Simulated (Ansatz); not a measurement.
# Calculated electric field gradients for SiC under strain

The cell is a refined structure from the COD, relaxed with PBE at fixed cell and then changed (z stretched by 3 %, ions relaxed).

```xyz
12
Lattice="1.5389 -2.6675 0.0000 1.5389 2.6675 0.0000 0.0000 0.0000 15.5756" Properties=species:S:1:pos:R:3 pbc="T T T"
Si    1.5389    1.7784   13.3658
Si    1.5389   -1.7784    5.5780
Si    1.5389   -0.0006    8.1746
Si    1.5389    0.0006    0.3868
Si    1.5389   -1.7789   10.7726
Si    1.5389    1.7789    2.9848
C     1.5389   -0.0009   10.1149
C     1.5389    0.0009    2.3271
C     1.5389    1.7786   15.3001
C     1.5389   -1.7786    7.5123
C     1.5389   -1.7786   12.7069
C     1.5389    1.7786    4.9191
```

Atoms are numbered from 1 in the order listed; like atoms form one site, named after its first atom.

The numbers come from a DFT calculation in Ansatz (PBE, plane waves and PAW, scalar-relativistic, 420 eV cutoff, Γ-centred 16×16×3 k-points, Fermi–Dirac smearing 0.02 eV).

Conventions: |V_zz| ≥ |V_yy| ≥ |V_xx|, η = (V_xx − V_yy)/V_zz, C_Q = eQV_zz/h. Directions are in the Cartesian axes of the cell vectors above, for the atom listed; none is given where the gradient is under 0.02 or η is above 0.95.

| site | first atom | first shell | V_zz (10²¹ V/m²) | η | direction of V_zz (x, y, z) |
| --- | --- | --- | --- | --- | --- |
| Si1 | 1 | 4 C at 1.90–1.93 Å | 0.76 | 0.00 | 0.00 -0.01 1.00 |
| Si3 | 3 | 4 C at 1.90–1.94 Å | 0.56 | 0.01 | 0.00 0.01 1.00 |
| Si5 | 5 | 4 C at 1.90–1.93 Å | 0.79 | 0.00 | 0.00 -0.01 1.00 |
| C7 | 7 | 4 Si at 1.90–1.94 Å | 0.62 | 0.02 | 0.00 0.00 1.00 |
| C9 | 9 | 4 Si at 1.90–1.93 Å | 0.50 | 0.03 | 0.00 0.00 1.00 |
| C11 | 11 | 4 Si at 1.90–1.93 Å | 0.47 | 0.03 | 0.00 0.00 1.00 |
